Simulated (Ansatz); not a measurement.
BN:

```
N B
1.0
     1.25112    0.72234    3.37293
    -1.25112    0.72234    3.37293
     0.00000   -1.44467    3.37293
N B
1 1
Cartesian
  0.0000 0.0000 6.7517
  0.0000 0.0000 0.0033
```

The cell is a database's computed one.

* Program: Ansatz 0.2.0
* Task: relaxation of cell and atoms
* Functional: HSE06
* Potentials or basis: Ansatz PAW
* Cutoff: 420 eV (not typed: the program's choice for these potentials)
* k mesh: 6 × 6 × 6
* Occupations: fermi-dirac, width 0.05 eV
* Spin: no spin polarisation

At the start: volume 9.14 Å³/atom.

Q: How do energy, volume and symmetry change on relaxing?

A: It ends after 20 steps and the volume is 10.75 Å³/atom (+17.6 %); space group R3m (No. 160, to 0.05 Å).

Step by step:
```tsv
step	energy change (eV)	largest force (eV/Å)	volume (Å³)
1	0.0000	0.0062	18.29
2	-0.0042	0.0074	18.81
3	-0.0043	0.0055	19.20
4	-0.0096	0.0054	19.20
5	-0.0098	0.0039	19.66
6	-0.0087	0.0043	20.06
7	-0.0129	0.0041	20.06
8	-0.0123	0.0003	20.42
9	-0.0117	0.0009	20.61
10	-0.0138	0.0009	20.61
11	-0.0132	0.0007	20.89
12	-0.0129	0.0004	20.98
13	-0.0143	0.0007	20.98
14	-0.0139	0.0001	21.16
15	-0.0137	0.0001	21.23
16	-0.0144	0.0001	21.23
17	-0.0139	0.0001	21.38
18	-0.0145	0.0002	21.38
19	-0.0142	0.0001	21.51
20	-0.0146	0.0000	21.51
```

Final structure:
```
CELL_PARAMETERS angstrom
1.24767 0.72034 3.98799
-1.24767 0.72034 3.98799
0.00000 -1.44069 3.98799
ATOMIC_POSITIONS crystal
N 0.66713 0.66713 0.66713
B 0.00044 0.00044 0.00044
```

Caveat: the k mesh is coarse (spacing up to 0.49 Å⁻¹), so the values aren't converged, least of all with exact exchange; the volume moved by over 15 % at a fixed basis, so the end points are rough; the plane-wave basis is chosen anew once the cell has moved, so the energies of steps on either side of that aren't comparable; the pressure holds a Pulay correction of +0.4 GPa for the finite cutoff; the PAW data sets come from PBE, with cores solved anew for the run's functional, which leaves a small shift of forces and pressure.
